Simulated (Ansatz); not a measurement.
TaAs:

```
Ta As
1.0
    -1.72181    1.72181    5.86794
     1.72181   -1.72181    5.86794
     1.72181    1.72181   -5.86794
Ta As
2 2
Direct
  0.49997 0.49997 0.00000
  0.24997 0.74997 0.50000
  0.08263 0.08263 0.00000
  0.83263 0.33263 0.50000
```

The cell is a database's computed one.

Base run:

| Property | Result |
| --- | --- |
| Program | Ansatz 0.2.0 |
| Functional | LDA |
| Potentials or basis | Ansatz PAW |
| Cutoff | 420 eV (not typed: the program's choice for these potentials) |
| k mesh | 11 × 11 × 11 |
| Occupations | fermi-dirac, width 0.05 eV |
| Spin | no spin polarisation |
| Hubbard terms | Ta d U = 3 eV |

Its results: band gap on the k mesh none (metal or under the smearing width); pressure -6.0 GPa.

Task: After a change of settings the same cell gave: band gap on the k mesh none (metal or under the smearing width); pressure -4.7 GPa. Which change was it?
A. hubbard terms from Ta d U = 3 eV to none; hubbard projectors from ortho-atomic (the default) to none
B. hubbard terms from Ta d U = 3 eV to Ta d U = 5 eV
C. hubbard terms from Ta d U = 3 eV to Ta d U = 2 eV

Result: B.

Caveats: spin-orbit coupling is left out, which moves the levels of the heavy elements; U without spin polarisation on a metal has little footing; the PAW data sets come from PBE, with cores solved anew for the run's functional, which leaves a small shift of forces and pressure; the U is typed as a test and isn't derived for this compound.
